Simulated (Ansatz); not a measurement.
# Pt: the crystal squeezed far, part 2 of 3

How does Pt (beta tin type) answer strong compression, and how long do frozen cores keep up with all electrons? The runs shown use LAPW, crystal datasets and norm-conserving. Companion runs by PAW are cited. Its runs: the reference run (LAPW); volume scaled by 1 (crystal datasets and norm-conserving); volume scaled by 0.92 (LAPW); volume scaled by 0.84 (LAPW); volume scaled by 0.76 (LAPW); volume scaled by 0.68 (LAPW and crystal datasets); volume scaled by 0.6 (LAPW and norm-conserving); volume scaled by 0.52 (LAPW); volume scaled by 0.45 (LAPW and norm-conserving).

Ansatz 0.2.0; DFT PBE; a cell built from a prototype (beta tin type), not taken from measurement. «Crystal datasets» are all-electron PAW datasets made for this crystal.

**5. Volume scaled by 0.92, LAPW**

input.yaml reads:

```yaml
crystal:
  lattice:
    - [-2.4470967408, 2.4470967408, 1.3182103778]
    - [2.4470967408, -2.4470967408, 1.3182103778]
    - [2.4470967408, 2.4470967408, -1.3182103778]
  atoms:
    - { symbol: Pt, position: [-0.375, -0.125, -0.25] }
    - { symbol: Pt, position: [0.375, 0.125, 0.25] }
kpoints:
  mp_grid: { grid: [16, 16, 16] }
  band_path:
    path:
      - [0.0, 0.0, 0.0]
      - [0.0, 0.0, 0.5]
      - [-0.5, 0.5, 0.5]
      - [0.0, 0.0, 0.0]
      - [0.3225449497, 0.3225449497, -0.3225449497]
      - [-0.3225449497, 0.6774550503, 0.3225449497]
      - [-0.5, 0.5, 0.5]
      - [0.0, 0.0, 0.5]
      - [0.25, 0.25, 0.25]
    npoints: 8
scf:
  occupations: { method: fermi_dirac, width: 0.05 }
hamiltonian:
  xc: pbe
  pseudopotentials: { kind: all_electron, lapw: { basis_error: 0.001 } }
output:
  forces: true
  stress: true
  eigenvalues: true
  populations: true
  dos: { projected: true, de: 0.2, e_range: [-14, 8] }
```

Started as:

```console
ansatz run input.yaml --threads 1 --pin off --max-ram 2048MiB --backend cpu --events-out ev --progress --plain --runs-dir out
```

Standard output (excerpt; [...] marks lines left out):

```text
Pt: projections on atomic orbitals take those of the free atom 1s2 2s2 2p6 3s2 3p6 3d10 4s2 4p6 4d10 4f14 5s2 5p6 5d9 6s1, of charge +0.00 (hamiltonian.pseudopotentials.projection_atoms)
LAPW: plane waves up to 9.374 Å⁻¹, error target 1.0e-3 eV per atom; small_component_spin mean_spin; Pt in spheres of 1.267 Å, 48 of its electrons in bands, Dirac shells []
[...]
Pseudopotentials: kind: all_electron
[...]
  atom   2  Pt     0.00000000     0.00000000     0.00000000
[...]
--- Stress (GPa, compression-positive) ---
       21.520103       0.000000       0.000000
        0.000000      21.520103       0.000000
        0.000000       0.000000      21.491683
  P = ⅓ Tr σ = 21.5106 GPa (215.106 kbar)
--- Band table (eV; the first three rows and the last of 349) ---
[...]
--- Löwdin populations: 2 sites ---
  site symbol       q [e]
     0     Pt     77.8728
     1     Pt     77.8728
  spilling = 0.001631 (of n_electrons = 156.000000)
```

Run time: 1.8 min. Hardware: 1 thread of Intel Xeon 6975P-C (Granite Rapids), shared host; peak memory 1.6 GiB.

Result: pressure 21.51 GPa; no gap.

**6. Volume scaled by 0.84, LAPW**

input.yaml reads:

```yaml
crystal:
  lattice:
    - [-2.3742269882, 2.3742269882, 1.2785979022]
    - [2.3742269882, -2.3742269882, 1.2785979022]
    - [2.3742269882, 2.3742269882, -1.2785979022]
  atoms:
    - { symbol: Pt, position: [-0.375, -0.125, -0.25] }
    - { symbol: Pt, position: [0.375, 0.125, 0.25] }
kpoints:
  mp_grid: { grid: [16, 16, 16] }
scf:
  occupations: { method: fermi_dirac, width: 0.05 }
hamiltonian:
  xc: pbe
  pseudopotentials: { kind: all_electron, lapw: { basis_error: 0.001 } }
output:
  forces: true
  stress: true
  eigenvalues: true
  populations: true
```

Started as:

```console
ansatz run input.yaml --threads 1 --pin off --max-ram 2048MiB --backend cpu --events-out ev --progress --plain --runs-dir out
```

Standard output (excerpt; [...] marks lines left out):

```text
Pt: projections on atomic orbitals take those of the free atom 1s2 2s2 2p6 3s2 3p6 3d10 4s2 4p6 4d10 4f14 5s2 5p6 5d9 6s1, of charge +0.00 (hamiltonian.pseudopotentials.projection_atoms)
LAPW: plane waves up to 9.724 Å⁻¹, error target 1.0e-3 eV per atom; small_component_spin mean_spin; Pt in spheres of 1.229 Å, 48 of its electrons in bands, Dirac shells []
[...]
[... 1 set-up line as earlier in the session ...]
[...]
  atom   2  Pt     0.00000000     0.00000000     0.00000000
[...]
--- Stress (GPa, compression-positive) ---
       57.255035       0.000000      -0.000000
        0.000000      57.255035      -0.000000
       -0.000000      -0.000000      57.208183
  P = ⅓ Tr σ = 57.2394 GPa (572.394 kbar)
--- Band table (eV; the first three rows and the last of 349) ---
[...]
--- Löwdin populations: 2 sites ---
  site symbol       q [e]
     0     Pt     77.8656
     1     Pt     77.8656
  spilling = 0.001723 (of n_electrons = 156.000000)
```

Wall time 1.9 min (1 thread of Intel Xeon 6975P-C (Granite Rapids), shared host); peak memory 1.6 GiB.

Read from it: pressure 57.24 GPa; no gap.

**7. Volume scaled by 0.76, LAPW**

input.yaml, as its differences from that of step 6:

```diff
@@ -2,5 +2,5 @@
   lattice:
-    - [-2.3742269882, 2.3742269882, 1.2785979022]
-    - [2.3742269882, -2.3742269882, 1.2785979022]
-    - [2.3742269882, 2.3742269882, -1.2785979022]
+    - [-2.2964934695, 2.2964934695, 1.2364664562]
+    - [2.2964934695, -2.2964934695, 1.2364664562]
+    - [2.2964934695, 2.2964934695, -1.2364664562]
   atoms:
```

Started as:

```console
ansatz run input.yaml --threads 1 --pin off --max-ram 2048MiB --backend cpu --events-out ev --progress --plain --runs-dir out
```

Standard output (excerpt; [...] marks lines left out):

```text
Pt: projections on atomic orbitals take those of the free atom 1s2 2s2 2p6 3s2 3p6 3d10 4s2 4p6 4d10 4f14 5s2 5p6 5d9 6s1, of charge +0.00 (hamiltonian.pseudopotentials.projection_atoms)
LAPW: plane waves up to 10.131 Å⁻¹, error target 1.0e-3 eV per atom; small_component_spin mean_spin; Pt in spheres of 1.189 Å, 48 of its electrons in bands, Dirac shells []
[...]
[... 1 set-up line as earlier in the session ...]
[...]
  atom   2  Pt     0.00000000    -0.00000000     0.00000000
[...]
--- Stress (GPa, compression-positive) ---
      116.794631       0.000000      -0.000000
        0.000000     116.794631      -0.000000
       -0.000000      -0.000000     116.739660
  P = ⅓ Tr σ = 116.7763 GPa (1167.763 kbar)
--- Band table (eV; the first three rows and the last of 349) ---
[...]
--- Löwdin populations: 2 sites ---
  site symbol       q [e]
     0     Pt     77.8596
     1     Pt     77.8596
  spilling = 0.001800 (of n_electrons = 156.000000)
```

Run time: 1.7 min. Hardware: 1 thread of Intel Xeon 6975P-C (Granite Rapids), shared host; peak memory 1.6 GiB.

In short: pressure 116.78 GPa; no gap.

**8. Volume scaled by 0.68, LAPW**

input.yaml, as its differences from that of step 7:

```diff
@@ -2,5 +2,5 @@
   lattice:
-    - [-2.2964934695, 2.2964934695, 1.2364664562]
-    - [2.2964934695, -2.2964934695, 1.2364664562]
-    - [2.2964934695, 2.2964934695, -1.2364664562]
+    - [-2.2129677203, 2.2129677203, 1.1914009191]
+    - [2.2129677203, -2.2129677203, 1.1914009191]
+    - [2.2129677203, 2.2129677203, -1.1914009191]
   atoms:
```

Started as:

```console
ansatz run input.yaml --threads 1 --pin off --max-ram 2048MiB --backend cpu --events-out ev --progress --plain --runs-dir out
```

Standard output (excerpt; [...] marks lines left out):

```text
Pt: projections on atomic orbitals take those of the free atom 1s2 2s2 2p6 3s2 3p6 3d10 4s2 4p6 4d10 4f14 5s2 5p6 5d9 6s1, of charge +0.00 (hamiltonian.pseudopotentials.projection_atoms)
LAPW: plane waves up to 10.610 Å⁻¹, error target 1.0e-3 eV per atom; small_component_spin mean_spin; Pt in spheres of 1.146 Å, 48 of its electrons in bands, Dirac shells []
[...]
[... 1 set-up line as earlier in the session ...]
[...]
  atom   2  Pt    -0.00000000    -0.00000000     0.00000000
[...]
--- Stress (GPa, compression-positive) ---
      217.560757       0.000000      -0.000000
        0.000000     217.560757       0.000000
       -0.000000       0.000000     217.503051
  P = ⅓ Tr σ = 217.5415 GPa (2175.415 kbar)
--- Band table (eV; the first three rows and the last of 349) ---
[...]
--- Löwdin populations: 2 sites ---
  site symbol       q [e]
     0     Pt     77.8552
     1     Pt     77.8552
  spilling = 0.001857 (of n_electrons = 156.000000)
```

Wall time 1.8 min (1 thread of Intel Xeon 6975P-C (Granite Rapids), shared host); peak memory 1.6 GiB.

This run gives: pressure 217.54 GPa; no gap.

**9. Volume scaled by 0.68, crystal datasets**

input.yaml, as its differences from that of step 8:

```diff
@@ -14,3 +14,3 @@
   xc: pbe
-  pseudopotentials: { kind: all_electron, lapw: { basis_error: 0.001 } }
+  pseudopotentials: { kind: all_electron, datasets: crystal }
 output:
@@ -19,2 +19 @@
   eigenvalues: true
-  populations: true
```

Started as:

```console
ansatz run input.yaml --threads 1 --pin off --max-ram 2048MiB --backend cpu --events-out ev --progress --plain --runs-dir out
```

Standard output (excerpt; [...] marks lines left out):

```text
[...]
[... 1 set-up line as earlier in the session ...]
Pseudopotential: Pt, paw, valence charge 32, recommended cutoff 500 eV (normal), Koelling and Harmon's equation, gaussian nucleus
[... 1 set-up line as earlier in the session ...]
[...]
Crystal: 2 atoms, lattice volume = 23.338 Å³
Basis set: ecut = 500 eV, 585 PW (Γ), exchange–correlation on 50×50×50 points (8 copies of the dense FFT grid, shifted against one another)
[...]
--- Stress (GPa, compression-positive) ---
      217.559500      -0.000000       0.000000
       -0.000000     217.559500       0.000000
        0.000000       0.000000     217.493374
  P = ⅓ Tr σ = 217.5375 GPa (2175.375 kbar)
  It holds what live shells' own plane waves past their cutoff add
--- Band table (eV; the first three rows and the last of 349) ---
  k-point 0: bands = ["26.3739", "28.7061", "30.0969", "30.9142", "31.7594", "37.1159", "37.1159", "37.1816", "37.1816", "40.3738", "42.3347", "45.0133", "45.0133"]
[...]
```

Run time: 29 s. Hardware: 1 thread of Intel Xeon 6975P-C (Granite Rapids), shared host; peak memory 1.1 GiB.

Read from it: pressure 217.54 GPa; no gap.

**10. Volume scaled by 0.6, LAPW**

input.yaml reads:

```yaml
crystal:
  lattice:
    - [-2.1226212805, 2.1226212805, 1.1426294115]
    - [2.1226212805, -2.1226212805, 1.1426294115]
    - [2.1226212805, 2.1226212805, -1.1426294115]
  atoms:
    - { symbol: Pt, position: [-0.375, -0.125, -0.25] }
    - { symbol: Pt, position: [0.375, 0.125, 0.25] }
kpoints:
  mp_grid: { grid: [16, 16, 16] }
scf:
  occupations: { method: fermi_dirac, width: 0.05 }
hamiltonian:
  xc: pbe
  pseudopotentials: { kind: all_electron, lapw: { basis_error: 0.001 } }
output:
  forces: true
  stress: true
  eigenvalues: true
  populations: true
```

Started as:

```console
ansatz run input.yaml --threads 1 --pin off --max-ram 2048MiB --backend cpu --events-out ev --progress --plain --runs-dir out
```

Standard output (excerpt; [...] marks lines left out):

```text
Pt: projections on atomic orbitals take those of the free atom 1s2 2s2 2p6 3s2 3p6 3d10 4s2 4p6 4d10 4f14 5s2 5p6 5d9 6s1, of charge +0.00 (hamiltonian.pseudopotentials.projection_atoms)
LAPW: plane waves up to 11.187 Å⁻¹, error target 1.0e-3 eV per atom; small_component_spin mean_spin; Pt in spheres of 1.099 Å, 48 of its electrons in bands, Dirac shells []
[...]
[... 1 set-up line as earlier in the session ...]
[...]
  atom   2  Pt    -0.00000000    -0.00000000     0.00000000
[...]
--- Stress (GPa, compression-positive) ---
      392.639606       0.000000       0.000000
        0.000000     392.639606      -0.000000
        0.000000      -0.000000     392.573567
  P = ⅓ Tr σ = 392.6176 GPa (3926.176 kbar)
--- Band table (eV; the first three rows and the last of 349) ---
[...]
--- Löwdin populations: 2 sites ---
  site symbol       q [e]
     0     Pt     77.8515
     1     Pt     77.8515
  spilling = 0.001904 (of n_electrons = 156.000000)
```

It took 1.8 min on 1 thread of Intel Xeon 6975P-C (Granite Rapids), shared host; peak memory 1.6 GiB.

Read from it: pressure 392.62 GPa; no gap.

**11. Volume scaled by 0.6, norm-conserving**

input.yaml, as its differences from that of step 10:

```diff
@@ -14,3 +14,3 @@
   xc: pbe
-  pseudopotentials: { kind: all_electron, lapw: { basis_error: 0.001 } }
+  pseudopotentials: { kind: nc }
 output:
@@ -19,2 +19 @@
   eigenvalues: true
-  populations: true
```

Started as:

```console
ansatz run input.yaml --threads 1 --pin off --max-ram 2048MiB --backend cpu --events-out ev --progress --plain --runs-dir out
```

Standard output (excerpt; [...] marks lines left out):

```text
[...]
[... 3 set-up lines as earlier in the session ...]
[...]
Crystal: 2 atoms, lattice volume = 20.593 Å³
Basis set: ecut = 1142.878222 eV, 1811 PW (Γ), exchange–correlation on 72×72×72 points (8 copies of the dense FFT grid, shifted against one another)
[...]
Fermi energy:    38.074340 eV
[...]
--- Forces (eV/Å), atoms counted from 1 ---
  atom   1  Pt    -0.00000000     0.00000000     0.00000000
  atom   2  Pt    -0.00000000     0.00000000     0.00000000
[...]
--- Stress (GPa, compression-positive) ---
      393.990392       0.000000      -0.000000
        0.000000     393.990392       0.000000
        0.000000      -0.000000     393.904882
  P = ⅓ Tr σ = 393.9619 GPa (3939.619 kbar)
--- Band table (eV; the first three rows and the last of 349) ---
[... band rows left out ...]
[...]
```

Wall time 13 s (1 thread of Intel Xeon 6975P-C (Granite Rapids), shared host); peak memory 0.64 GiB.

Result: pressure 393.96 GPa; no gap.

**12. Volume scaled by 0.52, LAPW**

input.yaml reads:

```yaml
crystal:
  lattice:
    - [-2.0240487787, 2.0240487787, 1.089081976]
    - [2.0240487787, -2.0240487787, 1.089081976]
    - [2.0240487787, 2.0240487787, -1.089081976]
  atoms:
    - { symbol: Pt, position: [-0.375, -0.125, -0.25] }
    - { symbol: Pt, position: [0.375, 0.125, 0.25] }
kpoints:
  mp_grid: { grid: [16, 16, 16] }
  band_path:
    path:
      - [0.0, 0.0, 0.0]
      - [0.0, 0.0, 0.5]
      - [-0.5, 0.5, 0.5]
      - [0.0, 0.0, 0.0]
      - [0.3223801037, 0.3223801037, -0.3223801037]
      - [-0.3223801037, 0.6776198963, 0.3223801037]
      - [-0.5, 0.5, 0.5]
      - [0.0, 0.0, 0.5]
      - [0.25, 0.25, 0.25]
    npoints: 8
scf:
  occupations: { method: fermi_dirac, width: 0.05 }
hamiltonian:
  xc: pbe
  pseudopotentials: { kind: all_electron, lapw: { basis_error: 0.001 } }
output:
  forces: true
  stress: true
  eigenvalues: true
  populations: true
  dos: { projected: true, de: 0.2, e_range: [-14, 8] }
```

Started as:

```console
ansatz run input.yaml --threads 1 --pin off --max-ram 2048MiB --backend cpu --events-out ev --progress --plain --runs-dir out
```

Standard output (excerpt; [...] marks lines left out):

```text
Pt: projections on atomic orbitals take those of the free atom 1s2 2s2 2p6 3s2 3p6 3d10 4s2 4p6 4d10 4f14 5s2 5p6 5d9 6s1, of charge +0.00 (hamiltonian.pseudopotentials.projection_atoms)
LAPW: plane waves up to 11.895 Å⁻¹, error target 1.0e-3 eV per atom; small_component_spin mean_spin; Pt in spheres of 1.048 Å, 50 of its electrons in bands, Dirac shells []
[...]
[... 1 set-up line as earlier in the session ...]
[...]
  atom   2  Pt     0.00000000     0.00000000     0.00000000
[...]
--- Stress (GPa, compression-positive) ---
      709.161008      -0.000000       0.000000
       -0.000000     709.161008       0.000000
        0.000000       0.000000     709.172059
  P = ⅓ Tr σ = 709.1647 GPa (7091.647 kbar)
--- Band table (eV; the first three rows and the last of 349) ---
[...]
--- Löwdin populations: 2 sites ---
  site symbol       q [e]
     0     Pt     77.8461
     1     Pt     77.8461
  spilling = 0.001973 (of n_electrons = 156.000000)
```

It took 2.1 min on 1 thread of Intel Xeon 6975P-C (Granite Rapids), shared host; peak memory 1.7 GiB.

Result: pressure 709.16 GPa; no gap.

(Continued in part 3 of 3.)
